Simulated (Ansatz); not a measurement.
ZnTe (zinc blende, space group No. 216), PBE in the plane-wave PAW code Ansatz. The conduction-band minimum lies at Γ, with 1 equivalent valley. Second derivatives d²E/dk² of the lowest band at one valley (eV·Å²), along Cartesian directions:

```csv
direction,d²E/dk²
[100],98.40
[010],98.40
[001],98.40
[110],98.23
[101],98.23
[011],98.23
```

Problem. Find the principal effective masses, the density-of-states mass and the conductivity mass.

Solution. Off-diagonal terms follow from H_xy = H[110] − (H_xx + H_yy)/2, and m*/mₑ = 7.620 eV·Å² over each eigenvalue: 0.077, 0.077, 0.078. One valley's DOS mass (m₁m₂m₃)^(1/3) = 0.077, conductivity mass 3/(Σ 1/mᵢ) = 0.077 mₑ.

Problem. What effective density of states Nc follows at 300 K for parabolic valleys?

Solution. Nc = 2.509e19 × 1 × (0.077)^(3/2) ≈ 5.4e17 cm⁻³.

Space group F-43m (zinc blende). The PBE relaxation kept the symmetry of its start. Spin–orbit coupling is left out wherever it is not named.

Potentials: the later of the program's two PAW sets.

Edges and masses are those of Kohn–Sham bands, whose gap is no quasiparticle gap.
